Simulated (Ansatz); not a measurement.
Here is an Ansatz 0.2.0 calculation.

input.yaml

```yaml
crystal:
  lattice:
    - [3.488598, -3.132578, 0.0]
    - [3.488598, 3.132578, 0.0]
    - [-1.260235, 0.0, 3.11355]
  atoms:
    - { symbol: Bi, position: [0.753061, 0.753061, 0.857382] }
    - { symbol: Bi, position: [0.246939, 0.246939, 0.142618] }
kpoints:
  mp_grid: { grid: [6, 6, 9] }
  band_path:
    path:
      - [0.0, 0.0, 0.0]
      - [-0.5600545268, -0.5600545268, -0.387994671]
      - [-0.2923401794, -0.2923401794, -0.5750158585]
      - [-0.8277688743, -0.8277688743, 0.7990265165]
      - [0.0, 0.0, 0.5]
      - [-0.5, 0.5, 0.5]
      - [-0.7076598206, 0.2923401794, 0.5750158585]
    npoints: 6
scf:
  occupations: { method: fermi_dirac, width: 0.05 }
hamiltonian:
  xc: pbesol
  pseudopotentials: { kind: all_electron, lapw: { basis_error: 0.001 } }
output:
  forces: true
  stress: true
  eigenvalues: true
```

Potentials or basis: all-electron LAPW, scalar-relativistic.

Command:

```sh
$ ansatz run input.yaml --threads 1 --pin off --max-ram 3072MiB --backend cpu --events-out ev --progress --plain --runs-dir out
```

Q: Estimate the largest force.

A: 0.059 eV/Å.

Q: What does it give for the pressure?

A: -2.4 GPa.

Q: What does it give for the band gap along the path?

A: None (metal or under the smearing width).

Forces in eV/Å, atoms in the order of the input:
```
Bi   0.052  0.000  0.028
Bi  -0.052  0.000 -0.028
```

Caveat: spin-orbit coupling is left out, which moves the levels of the heavy elements.
